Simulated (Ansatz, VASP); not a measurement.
## Si7Ru24O14 (amorphous SiO2 against Ru(0001), 6.2 A) in two plane-wave programs

One calculation is typed for both programs; each brings its own data sets. How far apart do they land? The structure shown is the start of the Ansatz relaxation below; VASP solves that cell, so the two are compared at the walk's first step.

Main program and level: Ansatz 0.2.0; plane waves, with VASP 6.6.1 beside it; single point at PBE.

### 1. The starting structure

The cell holds 90 atoms: 48 Ru, 14 Si and 28 O. Its edges and angles: a = 10.880 Å, b = 9.422 Å, c = 13.064 Å, α = 90.0°, β = 90.0°, γ = 90.0°. It derives from Ru (3 planes of hcp Ru(0001)). A slab of 3 planes of hcp Ru(0001) (starting lattice constant a = 2.72 A, c = 4.29 A), 10.88 x 9.42 A in plane. 42 atoms (14 Si, 28 O) packed at random between the slab and its periodic image at 2.2 g/cm^3 (a layer of 6.2 A) and pushed apart as soft spheres. Langevin MD at fixed cell with the MACE-MP-0b2 small potential (Batatia et al., arXiv:2401.00096), steps of 1.5 fs: 0.63 ps at 3200 K with the crystal held, 3200 to 1100 K in 1.8 ps with the crystal held, 1100 to 300 K in 0.9 ps with its inner planes held; soft walls kept the melt out of the crystal while it was held. Then all atoms and the cell's height relaxed. The structure's axis is c.

### 2. Ansatz: relaxation, PBE

Ansatz runs on its default PAW (the set named soft_2) files.

The two programs are compared at the cell with which this relaxation starts, whose forces are those of its first step.

The input, input.yaml:

```yaml
crystal:
  lattice:
    - [10.88, 0.0, 0.0]
    - [0.0, 9.42236, 0.0]
    - [0.0, 0.0, 13.06438]
  atoms:
    - { symbol: Ru, position: [0.00269, 0.98047, 0.1943] }
    - { symbol: Ru, position: [0.11492, 0.24838, 0.21883] }
    - { symbol: Ru, position: [0.15588, 0.09816, 0.0178] }
    - { symbol: Ru, position: [0.97769, 0.31048, 0.07071] }
    - { symbol: Ru, position: [0.11468, 0.07703, 0.37479] }
    - { symbol: Ru, position: [0.00505, 0.3002, 0.41469] }
    - { symbol: Ru, position: [0.99918, 0.49626, 0.23406] }
    - { symbol: Ru, position: [0.12566, 0.73963, 0.23442] }
    - { symbol: Ru, position: [0.11653, 0.58572, 0.0647] }
    - { symbol: Ru, position: [0.99819, 0.84715, 0.02352] }
    - { symbol: Ru, position: [0.11753, 0.57345, 0.39994] }
    - { symbol: Ru, position: [0.00037, 0.85839, 0.37877] }
    - { symbol: Ru, position: [0.24138, 0.99397, 0.19446] }
    - { symbol: Ru, position: [0.36259, 0.23743, 0.21128] }
    - { symbol: Ru, position: [0.39501, 0.03479, 0.04567] }
    - { symbol: Ru, position: [0.2359, 0.35369, 0.05484] }
    - { symbol: Ru, position: [0.34207, 0.0716, 0.3677] }
    - { symbol: Ru, position: [0.2512, 0.34735, 0.39258] }
    - { symbol: Ru, position: [0.25154, 0.49226, 0.23289] }
    - { symbol: Ru, position: [0.37521, 0.74402, 0.21794] }
    - { symbol: Ru, position: [0.39702, 0.57367, 0.06393] }
    - { symbol: Ru, position: [0.22665, 0.81755, 0.0482] }
    - { symbol: Ru, position: [0.37229, 0.58538, 0.39538] }
    - { symbol: Ru, position: [0.25381, 0.81447, 0.38459] }
    - { symbol: Ru, position: [0.50861, 0.98079, 0.21882] }
    - { symbol: Ru, position: [0.61572, 0.24317, 0.24694] }
    - { symbol: Ru, position: [0.64575, 0.09604, 0.07061] }
    - { symbol: Ru, position: [0.49487, 0.30655, 0.0641] }
    - { symbol: Ru, position: [0.60164, 0.08613, 0.41508] }
    - { symbol: Ru, position: [0.48275, 0.30926, 0.39559] }
    - { symbol: Ru, position: [0.49663, 0.49116, 0.23776] }
    - { symbol: Ru, position: [0.62629, 0.73995, 0.26222] }
    - { symbol: Ru, position: [0.63212, 0.5606, 0.08761] }
    - { symbol: Ru, position: [0.50956, 0.80947, 0.05431] }
    - { symbol: Ru, position: [0.59632, 0.56894, 0.41426] }
    - { symbol: Ru, position: [0.48995, 0.86221, 0.4037] }
    - { symbol: Ru, position: [0.74456, 0.99084, 0.24138] }
    - { symbol: Ru, position: [0.86467, 0.22933, 0.26173] }
    - { symbol: Ru, position: [0.87211, 0.07904, 0.06086] }
    - { symbol: Ru, position: [0.7512, 0.33859, 0.08975] }
    - { symbol: Ru, position: [0.82717, 0.08392, 0.42055] }
    - { symbol: Ru, position: [0.76086, 0.36208, 0.43704] }
    - { symbol: Ru, position: [0.75503, 0.48327, 0.25932] }
    - { symbol: Ru, position: [0.87311, 0.74395, 0.21705] }
    - { symbol: Ru, position: [0.89177, 0.58257, 0.06108] }
    - { symbol: Ru, position: [0.73493, 0.80066, 0.0648] }
    - { symbol: Ru, position: [0.89449, 0.58418, 0.4045] }
    - { symbol: Ru, position: [0.7747, 0.80797, 0.40884] }
    - { symbol: Si, position: [0.98546, 0.19738, 0.57879] }
    - { symbol: Si, position: [0.04224, 0.99199, 0.87418] }
    - { symbol: Si, position: [0.00423, 0.42888, 0.76033] }
    - { symbol: Si, position: [0.25509, 0.52085, 0.81478] }
    - { symbol: Si, position: [0.75037, 0.37905, 0.78554] }
    - { symbol: Si, position: [0.60962, 0.86559, 0.79455] }
    - { symbol: Si, position: [0.53942, 0.54477, 0.78118] }
    - { symbol: Si, position: [0.81155, 0.08028, 0.7484] }
    - { symbol: Si, position: [0.16512, 0.97496, 0.6644] }
    - { symbol: Si, position: [0.74021, 0.54189, 0.56646] }
    - { symbol: Si, position: [0.33073, 0.20506, 0.934] }
    - { symbol: Si, position: [0.43815, 0.01206, 0.6412] }
    - { symbol: Si, position: [0.06749, 0.72961, 0.7473] }
    - { symbol: Si, position: [0.39645, 0.32052, 0.70626] }
    - { symbol: O, position: [0.2821, 0.43134, 0.70066] }
    - { symbol: O, position: [0.60316, 0.61238, 0.56046] }
    - { symbol: O, position: [0.00112, 0.82266, 0.83935] }
    - { symbol: O, position: [0.53148, 0.96317, 0.54983] }
    - { symbol: O, position: [0.41037, 0.18421, 0.63175] }
    - { symbol: O, position: [0.15582, 0.02188, 0.78666] }
    - { symbol: O, position: [0.51758, 0.42147, 0.69227] }
    - { symbol: O, position: [0.8726, 0.10206, 0.63363] }
    - { symbol: O, position: [0.84251, 0.67076, 0.54606] }
    - { symbol: O, position: [0.0089, 0.32896, 0.65961] }
    - { symbol: O, position: [0.12478, 0.42115, 0.83375] }
    - { symbol: O, position: [0.98601, 0.59201, 0.72148] }
    - { symbol: O, position: [0.88659, 0.39293, 0.83588] }
    - { symbol: O, position: [0.64672, 0.46598, 0.85269] }
    - { symbol: O, position: [0.73787, 0.93057, 0.7499] }
    - { symbol: O, position: [0.59081, 0.702, 0.75554] }
    - { symbol: O, position: [0.76368, 0.45786, 0.67418] }
    - { symbol: O, position: [0.71649, 0.21129, 0.77605] }
    - { symbol: O, position: [0.11309, 0.10038, 0.59113] }
    - { symbol: O, position: [0.30467, 0.93591, 0.63071] }
    - { symbol: O, position: [0.0819, 0.83133, 0.64626] }
    - { symbol: O, position: [0.20308, 0.67992, 0.78568] }
    - { symbol: O, position: [0.91906, 0.08333, 0.83724] }
    - { symbol: O, position: [0.25368, 0.52588, 0.95466] }
    - { symbol: O, position: [0.61473, 0.8728, 0.91962] }
    - { symbol: O, position: [0.38983, 0.25089, 0.82417] }
    - { symbol: O, position: [0.40771, 0.55919, 0.83689] }
    - { symbol: O, position: [0.49733, 0.96667, 0.75128] }
kpoints:
  mp_grid: { grid: [2, 2, 1] }
hamiltonian:
  xc: pbe
scf:
  occupations: { method: fermi_dirac, width: 0.1 }
output:
  forces: true
relax:
  f_tol: 0.08
  max_steps: 90
  cell: { fix: [a, b, alpha, beta, gamma] }
```

Run with:

```
$ ansatz run input.yaml --threads 4 --pin off --max-ram 15872MiB --backend cpu --events-out ev --progress --plain --runs-dir out
```

Numbers of over 12 decimals in the logs are rounded to 6 here.

Output:

```text
Engine: ansatz 0.2.0, aarch64-unknown-linux-gnu
Pseudopotentials: kind: paw
Pseudopotential: Ru, paw, valence charge 16, recommended cutoff 420 eV (normal), Ru.paw.azcp
Pseudopotential: Si, paw, valence charge 4, recommended cutoff 420 eV (normal), Si.paw.azcp
Pseudopotential: O, paw, valence charge 6, recommended cutoff 420 eV (normal), O.paw.azcp
Functional definition: PBE
  parameter kappa = 0.804
  parameter beta = 0.066725
  exchange = pbe_x(kappa = kappa, mu = beta*pi^2/3)
  correlation = pbe_c(beta = beta)
Crystal: 90 atoms, lattice volume = 1339.299 Å³
Basis set: ecut = 420 eV, 26177 PW (Γ), exchange–correlation on 150×128×180 points (8 copies of the dense FFT grid, shifted against one another)
Bands: 596, of which v1, the nominal top of the filled ones, is band 496 counted from 1 (495 counted from 0)
Symmetry: 1 space group operations
Space group: P1 (ITA 1), of the structure as read, at distance tolerance 1.1e-4 Å
k-points: 4
Non-local potential: Ru, projectors of the file, l = 0: 3, l = 1: 2, l = 2: 2, l = 3: 1
Non-local potential: Si, projectors of the file, l = 0: 2, l = 1: 2, l = 2: 2
Non-local potential: O, projectors of the file, l = 0: 2, l = 1: 2, l = 2: 1
PAW form: soft (Blöchl's): semilocal exchange-correlation on the pseudo side does not see the compensation charge
PAW one-centre angular grid: Ru, 590 points (default); XC on 64 Gauss nodes
PAW one-centre angular grid: Si, 110 points (default); XC on 64 Gauss nodes
PAW one-centre angular grid: O, 110 points (default); XC on 64 Gauss nodes
Initial density: superposition of atomic densities (neutral atoms: chi_scale 0, normalization atom), corrected by the library's trained network
Initial wavefunctions: pseudopotential atomic-orbital guess
Functional: x = pbe(κ = 0.804, μ = 0.219515), c = pbe(β = 0.066725)
SCF iter   1: F=—  HF=-306965.300862 eV  |F-HF|=—  |Δ(HF+E_count)|=         —  Δρ=1.20e-2  dr2=5.96e0  ethr=1.77e-3  ⟨swp⟩=6.2  Hψ=8586  notcnv=0  defer=52
preconditioner: auto → LDOS  [metal: Δε(μ)=0.016 eV  Ē_g=7.283 eV  σ=0.100 eV  W_gap=0.04  n_scr=392 (ndim 8)  ℏωp=25.0 eV  f_vac=0.121  D(μ)=62.58/eV (n_scr^D=550)  β→1.0]
SCF iter   2: F=—  HF=-306965.027937 eV  |F-HF|=—  |Δ(HF+E_count)|=   2.73e-1  Δρ=5.72e-3  dr2=5.34e-1  ethr=6.00e-4  ⟨swp⟩=2.0  Hψ=2918  notcnv=0  defer=74
SCF iter   3: F=—  HF=-306964.966847 eV  |F-HF|=—  |Δ(HF+E_count)|=   6.11e-2  Δρ=2.60e-3  dr2=9.44e-2  ethr=5.39e-5  ⟨swp⟩=2.0  Hψ=3743  notcnv=0  defer=74
SCF iter   4: F=—  HF=-306964.948416 eV  |F-HF|=—  |Δ(HF+E_count)|=   1.84e-2  Δρ=7.88e-4  dr2=7.94e-3  ethr=9.52e-6  ⟨swp⟩=2.0  Hψ=3478  notcnv=0  defer=74
SCF iter   5: F=—  HF=-306964.947183 eV  |F-HF|=—  |Δ(HF+E_count)|=   1.23e-3  Δρ=1.82e-4  dr2=4.55e-4  ethr=8.00e-7  ⟨swp⟩=2.0  Hψ=3505  notcnv=0  defer=74
SCF iter   6: F=—  HF=-306964.947223 eV  |F-HF|=—  |Δ(HF+E_count)|=   4.03e-5  Δρ=7.91e-5  dr2=9.56e-5  ethr=4.58e-8  ⟨swp⟩=2.0  Hψ=3542  notcnv=0  defer=74
SCF iter   7: F=—  HF=-306964.945721 eV  |F-HF|=—  |Δ(HF+E_count)|=   1.50e-3  Δρ=2.55e-5  dr2=1.00e-5  ethr=9.64e-9  ⟨swp⟩=2.0  Hψ=3598  notcnv=0  defer=74
SCF iter   8: F=—  HF=-306964.945726 eV  |F-HF|=—  |Δ(HF+E_count)|=   4.91e-6  Δρ=1.26e-5  dr2=1.94e-6  ethr=1.01e-9  ⟨swp⟩=2.0  Hψ=3655  notcnv=0  defer=74
SCF iter   9: F=—  HF=-306964.945726 eV  |F-HF|=—  |Δ(HF+E_count)|=   4.61e-7  Δρ=4.00e-6  dr2=2.12e-7  ethr=1.95e-10  ⟨swp⟩=2.0  Hψ=3588  notcnv=0  defer=74
SCF iter  10: F=-306964.945727 eV  HF=-306964.945727 eV  |F-HF|=3.61e-9  |Δ(HF+E_count)|=   9.63e-8  Δρ=1.65e-6  dr2=3.96e-8  ethr=1.01e-11  ⟨swp⟩=4.2  Hψ=7582  notcnv=0
SCF 1 converged in 10 iterations: F = -306964.945727 eV  dr2 = 3.96e-8
  greatest PAW one-centre occupation: 0.998 electrons in one spin orbital (limit 2), on the Ru atom at site 41 (counted from 0), in its partial waves of l = 0
relax step   1: F+E_penalty+E_count = -306964.94572654 eV  Δ(F+E_penalty+E_count) = +0.000e0 eV  max|allowed force component| = 1.593e0 eV/Å  Δτ_max = 0.0000 Å  P = -3.769 GPa  Ω = 1339.299 Å³  fix = [a, b, alpha, beta, gamma]  reactions: a -2.436, b -3.025 GPa; alpha +0.738, beta -0.656, gamma +0.032 GPa/rad  (10 SCF iters, dr2 threshold 1.00e-7 eV, accepted)
Crystal: 90 atoms, lattice volume = 1304.826 Å³
Basis set: ecut = 420 eV, 25485 PW (Γ), exchange–correlation on 150×128×180 points (8 copies of the dense FFT grid, shifted against one another)
Initial density: handed on by an earlier stage of this run
Initial wavefunctions: those handed on with the density
SCF iter   1: F=—  HF=-306973.009074 eV  |F-HF|=—  |Δ(HF+E_count)|=         —  Δρ=2.94e-2  dr2=5.24e1  ethr=3.10e-3  ⟨swp⟩=5.0  Hψ=9130  notcnv=0  defer=72
preconditioner: auto → LDOS  [metal: Δε(μ)=0.013 eV  Ē_g=7.246 eV  σ=0.100 eV  W_gap=0.03  n_scr=380 (ndim 8)  ℏωp=25.3 eV  f_vac=0.120  D(μ)=57.02/eV (n_scr^D=490)  β→1.0]
[...]
atom  78  O      0.00419466    -0.00033684    -0.00280118
  atom  79  O     -0.00076490    -0.00705282     0.00722204
  atom  80  O     -0.00177768    -0.00075365     0.00484509
  atom  81  O      0.00277936    -0.00270316     0.00214266
  atom  82  O      0.00132236     0.00179439     0.00323094
  atom  83  O     -0.00105690    -0.00041253    -0.00471141
  atom  84  O     -0.00236081     0.00379585    -0.00000163
  atom  85  O     -0.00851942     0.00388253     0.00279334
  atom  86  O     -0.00300437    -0.00255834     0.00455989
  atom  87  O     -0.00045721     0.00159098     0.00035907
  atom  88  O     -0.00410098     0.00001090    -0.01237271
  atom  89  O      0.00404260     0.00150758    -0.01346297
  atom  90  O      0.00072815     0.00599315    -0.00053892
  max |Σ_I F_I| component: 2.04e-5 eV/Å
--- Stress (GPa, compression-positive) ---
       -0.688710      -0.036003       0.686163
       -0.036004      -1.587599      -0.406400
        0.686162      -0.406400       0.033242
  P = ⅓ Tr σ = -0.7477 GPa (-7.477 kbar)
--- Relaxed structure (20 steps of the walk, 17 accepted, 2 SCFs on fresh bases) ---
  F+E_penalty+E_count = -306975.19917284 eV   max|allowed force component| = 1.867e-2 eV/Å   (the final SCF, on the basis selected at the relaxed cell)
  cell:  # Å, volume = 1317.3240 Å³
    - [10.88, 0, 0]
    - [0, 9.42236, 0]
    - [0, 0, 12.850026]
  atoms:
    - { symbol: Ru, position: [-0.0037457, 0.989169, 0.227067] }
    - { symbol: Ru, position: [0.121974, 0.239867, 0.230489] }
    - { symbol: Ru, position: [0.119595, 0.070412, 0.062581] }
    - { symbol: Ru, position: [0.995700, 0.319914, 0.068182] }
    - { symbol: Ru, position: [0.120801, 0.073153, 0.393736] }
    - { symbol: Ru, position: [-0.0063054, 0.316505, 0.397394] }
    - { symbol: Ru, position: [0.997546, 0.487458, 0.226198] }
    - { symbol: Ru, position: [0.120497, 0.737930, 0.226281] }
    - { symbol: Ru, position: [0.114113, 0.574617, 0.065141] }
    - { symbol: Ru, position: [0.998578, 0.816073, 0.061251] }
    - { symbol: Ru, position: [0.124671, 0.569087, 0.387389] }
    - { symbol: Ru, position: [-0.00330829, 0.825633, 0.386382] }
    - { symbol: Ru, position: [0.243752, 0.986288, 0.234874] }
    - { symbol: Ru, position: [0.369231, 0.239347, 0.228086] }
    - { symbol: Ru, position: [0.367247, 0.064535, 0.070820] }
    - { symbol: Ru, position: [0.248333, 0.314480, 0.058825] }
    - { symbol: Ru, position: [0.374011, 0.071643, 0.386683] }
    - { symbol: Ru, position: [0.246656, 0.326471, 0.387772] }
    - { symbol: Ru, position: [0.247508, 0.489941, 0.228643] }
    - { symbol: Ru, position: [0.372179, 0.738283, 0.226002] }
    - { symbol: Ru, position: [0.382257, 0.578999, 0.060661] }
    - { symbol: Ru, position: [0.246938, 0.825529, 0.068106] }
    - { symbol: Ru, position: [0.368658, 0.571158, 0.388104] }
    - { symbol: Ru, position: [0.243099, 0.816662, 0.390386] }
[...]
- { symbol: Ru, position: [0.868800, 0.071326, 0.389090] }
    - { symbol: Ru, position: [0.746248, 0.325611, 0.396700] }
    - { symbol: Ru, position: [0.747555, 0.486900, 0.229483] }
    - { symbol: Ru, position: [0.872403, 0.741172, 0.223295] }
    - { symbol: Ru, position: [0.873319, 0.569918, 0.068041] }
    - { symbol: Ru, position: [0.744714, 0.820298, 0.063480] }
    - { symbol: Ru, position: [0.877247, 0.576689, 0.384787] }
    - { symbol: Ru, position: [0.749889, 0.824856, 0.385475] }
    - { symbol: Si, position: [0.982733, 0.217867, 0.578834] }
    - { symbol: Si, position: [0.052414, 1.018257, 0.888372] }
    - { symbol: Si, position: [-0.00594273, 0.444982, 0.763848] }
    - { symbol: Si, position: [0.248177, 0.514248, 0.827036] }
    - { symbol: Si, position: [0.739995, 0.372974, 0.783334] }
    - { symbol: Si, position: [0.609191, 0.879766, 0.795863] }
    - { symbol: Si, position: [0.531443, 0.557728, 0.787070] }
    - { symbol: Si, position: [0.815023, 0.081869, 0.758444] }
    - { symbol: Si, position: [0.157337, 0.995865, 0.670770] }
    - { symbol: Si, position: [0.747667, 0.494747, 0.549068] }
    - { symbol: Si, position: [0.404690, 0.212345, 0.935746] }
    - { symbol: Si, position: [0.433864, 0.030027, 0.629427] }
    - { symbol: Si, position: [0.069106, 0.741315, 0.768853] }
    - { symbol: Si, position: [0.403516, 0.328031, 0.706121] }
    - { symbol: O, position: [0.277095, 0.415150, 0.719091] }
    - { symbol: O, position: [0.626936, 0.600878, 0.539436] }
    - { symbol: O, position: [0.027415, 0.840217, 0.870259] }
    - { symbol: O, position: [0.493595, 0.986410, 0.515750] }
    - { symbol: O, position: [0.416110, 0.204260, 0.618441] }
    - { symbol: O, position: [0.143749, 0.063271, 0.787866] }
    - { symbol: O, position: [0.507844, 0.449982, 0.687724] }
    - { symbol: O, position: [0.881347, 0.117082, 0.646684] }
    - { symbol: O, position: [0.873237, 0.592543, 0.538080] }
    - { symbol: O, position: [0.010955, 0.351575, 0.658261] }
    - { symbol: O, position: [0.109709, 0.428789, 0.840564] }
    - { symbol: O, position: [0.973418, 0.615423, 0.741244] }
    - { symbol: O, position: [0.875814, 0.394701, 0.834259] }
    - { symbol: O, position: [0.643057, 0.472085, 0.849212] }
    - { symbol: O, position: [0.746513, 0.927866, 0.755466] }
    - { symbol: O, position: [0.581675, 0.715510, 0.761682] }
    - { symbol: O, position: [0.750987, 0.419734, 0.663089] }
    - { symbol: O, position: [0.710423, 0.202799, 0.787166] }
    - { symbol: O, position: [0.108271, 0.107607, 0.580911] }
    - { symbol: O, position: [0.298642, 0.957653, 0.641149] }
    - { symbol: O, position: [0.078267, 0.848286, 0.668383] }
    - { symbol: O, position: [0.204495, 0.676545, 0.795000] }
    - { symbol: O, position: [0.913375, 0.083452, 0.856609] }
    - { symbol: O, position: [0.245834, 0.499113, 0.967140] }
    - { symbol: O, position: [0.602253, 0.897594, 0.923602] }
    - { symbol: O, position: [0.424197, 0.235244, 0.813099] }
    - { symbol: O, position: [0.403459, 0.558934, 0.852065] }
    - { symbol: O, position: [0.513749, 0.978971, 0.728708] }
```

Reading the cycles: dr2 is the Hartree energy of the density residual (eV), the measure of convergence; HF is the Harris–Foulkes estimate of the energy, which meets the free energy F at convergence.

(Part 1 of 2 ends here.)

[Lines on the potential files, build, host, timing and source positions are cut from VASP's logs without a mark.]

[Logs are printed without paths, hosts, clocks, repeated set-up lines and the standing remarks that a program may print on its own settings, such as how far it seeks lower states.]

[Hosts, paths, dates, database ids (printed as entryN), source tags and the programs' standing remarks are cut or masked in the printed files.]
